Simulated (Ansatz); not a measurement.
BaS (CsCl type), relaxed with r2SCAN in the plane-wave code Ansatz. The symmetry is Pm-3m (No. 221, cubic); a = 3.834 Å in the conventional setting, 28.17 Å³ an atom. Around Ba lie 8 S at 3.32 Å; around S lie 8 Ba at 3.32 Å.

The axes x, y and z are those of this cell:
```
Ba S
1.0
     3.83376    0.00000    0.00000
     0.00000    3.83376    0.00000
     0.00000    0.00000    3.83376
Ba S
1 1
Direct
  0.00000 0.00000 0.00000
  0.50000 0.50000 0.50000
```

Unstrained: The PBE gap is indirect, 1.564 eV (M to Γ), below the direct gap of 1.638 eV at Γ. The r2SCAN gap is indirect, 1.926 eV (M to Γ), below the direct gap of 1.995 eV at Γ. The HSE06 gap is indirect, 2.453 eV (M to Γ), below the direct gap of 2.548 eV at Γ. Meshes: PBE 6×6×6, r2SCAN 6×6×6, HSE06 4×4×4. Strains are changes of length per length. After each strain the atoms were relaxed again with r2SCAN in this cell and within any symmetry left, so distortions that break it or need a larger cell weren't tested; points keep the names that they have in the unstrained zone. No spin polarisation. The prototype was imposed, so other structures may be more stable.

Task: One strain changed the r2SCAN stress by xx -0.29, yy -0.29, zz -3.75 GPa (compression positive) and the gap by -0.060 eV (PBE), -0.066 eV (r2SCAN), -0.071 eV (HSE06). Which kind of strain was it, and roughly how large?

Result: Uniaxial +3.14 % along z, other directions held. The pattern of the stress gives the kind; the size needs the stiffness, so it is an estimate.

Task: One strain changed the r2SCAN stress by xx +7.82, yy +7.82, zz -0.04 GPa (compression positive) and the gap by -0.398 eV (PBE), -0.396 eV (r2SCAN), -0.422 eV (HSE06). Which kind of strain was it, and roughly how large?

Result: Epitaxial -4.94 % in the xy plane, free normal strain +1.36 %. The pattern of the stress gives the kind; the size needs the stiffness, so it is an estimate.

Task: Estimate what uniaxial -2.45 % along [111], other directions held does to the gap.

Result: PBE: the gap goes from 1.564 to 1.534 eV (-0.030 eV). r2SCAN: the gap goes from 1.926 to 1.899 eV (-0.027 eV). HSE06: the gap goes from 2.453 to 2.424 eV (-0.029 eV). The r2SCAN energy rises by 4.1 meV an atom.

Spin-orbit coupling is left out.

The meshes of the hybrids are coarse, so their gaps aren't converged to the digits shown.
